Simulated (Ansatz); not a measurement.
# C: the cost of one run

Method: DFT PBE+D3(BJ), scalar-relativistic, plane waves, PAW, in Ansatz 0.2.0.

5 further runs of the same task are left out: 5 set aside as unsound or not needed.

## 1. The structure to begin with

It takes space group P6/mmm (No. 191, hexagonal). The conventional cell has a = 2.465 Å, b = 2.465 Å, c = 3.567 Å, α = 90.00°, β = 90.00°, γ = 120.00°. C (site symmetry -6m2) has 3 C at 1.42 Å as nearest neighbours.

Coordinates:

```cif
data_structure
_symmetry_space_group_name_H-M 'P6/mmm'
_symmetry_Int_Tables_number 191
_cell_length_a 2.4647
_cell_length_b 2.4647
_cell_length_c 3.5674
_cell_angle_alpha 90.000
_cell_angle_beta 90.000
_cell_angle_gamma 120.000
_cell_volume 18.77
loop_
_atom_site_label
_atom_site_type_symbol
_atom_site_symmetry_multiplicity
_atom_site_Wyckoff_symbol
_atom_site_fract_x
_atom_site_fract_y
_atom_site_fract_z
_atom_site_occupancy
C1 C 2 c 0.33333 0.66667 0.00000 1
```

It goes back to an entry of the Materials Project, which need not be the stable form.

It is the result of an earlier relaxation at this level (volume 9.38 Å³/atom; gap on the mesh: none (metal)).

The unstrained cell was computed beforehand with the same settings: E(σ→0) = -502.1528 eV for 2 atoms, gap none (metal).

## 2. Strain +1.5 %

input.yaml reads:

```yaml
crystal:
  lattice:
    - [2.4647381243, 0.0, 0.0]
    - [-1.2323690621, 2.1345258293, 0.0]
    - [0.0535113923, 0.0, 3.567426155]
  atoms:
    - { symbol: C, position: [0.3333333333, 0.6666666667, 0.0] }
    - { symbol: C, position: [0.6666666667, 0.3333333333, 0.0] }
basis:
  ecutwfc: 420
kpoints:
  mp_grid: { grid: [24, 24, 14] }
hamiltonian:
  xc: pbe
  dispersion: d3bj
scf:
  occupations: { method: gaussian, width: 0.1 }
output:
  forces: true
  stress: true
  eigenvalues: true
relax:
  adjacent_minimum: "off"
  f_tol: 0.008
  max_steps: 40
```

Started as:

```bash
ansatz run input.yaml --threads 1 --pin off --max-ram 2560MiB --backend cpu --events-out ev --progress --plain --runs-dir out
```

**Question.** How long does this run take on 1 thread of Intel Xeon 6975P-C (Granite Rapids), shared host, and how much memory does it need?

About 22 s, with a peak of 0.71 GiB.
